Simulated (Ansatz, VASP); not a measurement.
# One calculation of Re, two programs

```
CELL_PARAMETERS angstrom
0.00000 1.95772 1.95772
1.95772 0.00000 1.95772
1.95772 1.95772 0.00000
ATOMIC_POSITIONS crystal
Re 0.00000 0.00000 0.00000
```

This isn't the form of Re at room conditions, which is hcp.

Alike in both runs: task single point; functional PBE; k mesh 10 × 10 × 10; occupations gaussian, width 0.15 eV; no spin polarisation.

```csv
,VASP,Ansatz
version,VASP 6.6.1,Ansatz 0.2.0
potentials or method,"VASP PAW PBE potentials, release 64 (Re)","scalar-relativistic, plane waves, PAW"
plane-wave cutoff (eV),520,420
valence electrons in the cell,7,15
```

```csv
,VASP,Ansatz,Ansatz less VASP
gap on the k mesh at the Fermi level (eV),none,none,-
pressure (GPa),-0.8,-0.3,+0.53
```

A gap of «none» marks a metal or a gap that the smearing closes. The two sets of potentials don't hold the same shells in valence.

Spin-orbit coupling is left out, which matters for the levels of Re.
